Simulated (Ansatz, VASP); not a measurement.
**Two plane-wave programs on C**

```xyz
4
Lattice="2.4562 0.0000 0.0000 -1.2281 2.1272 0.0000 0.0000 0.0000 24.1340" Properties=species:S:1:pos:R:3 pbc="T T T"
C     1.2127    0.6923   13.7863
C    -0.0734    1.3813   10.3505
C     0.0127   -0.0167   10.3703
C    -0.0316    0.0344   13.7827
```

Change from the starting cell: atoms moved at random, drawn with an rms of 0.05 Å.

Alike in both runs: task single point; functional PBE; k mesh 12 × 12 × 2; occupations fermi-dirac, width 0.05 eV; no spin polarisation.

|  | VASP | Ansatz |
| --- | --- | --- |
| version | VASP 6.6.1 | Ansatz 0.2.0 |
| potentials or method | VASP PAW PBE potentials, release 64 (C) | Ansatz PAW |
| plane-wave cutoff (eV) | 520 | 420 |
| valence electrons in the cell | 16 | 16 |

```csv
,VASP,Ansatz,Ansatz less VASP
gap on the k mesh at the Fermi level (eV),0.61,0.61,+0.001
least direct gap on the mesh (eV),0.61,0.61,+0.001
rms of the force components (eV/Å),2.179,2.178,-0.0009
```

Atom by atom the forces differ by 0.001 eV/Å (rms over components). With one functional, cell and mesh, what is left measures potentials, basis and numerics.
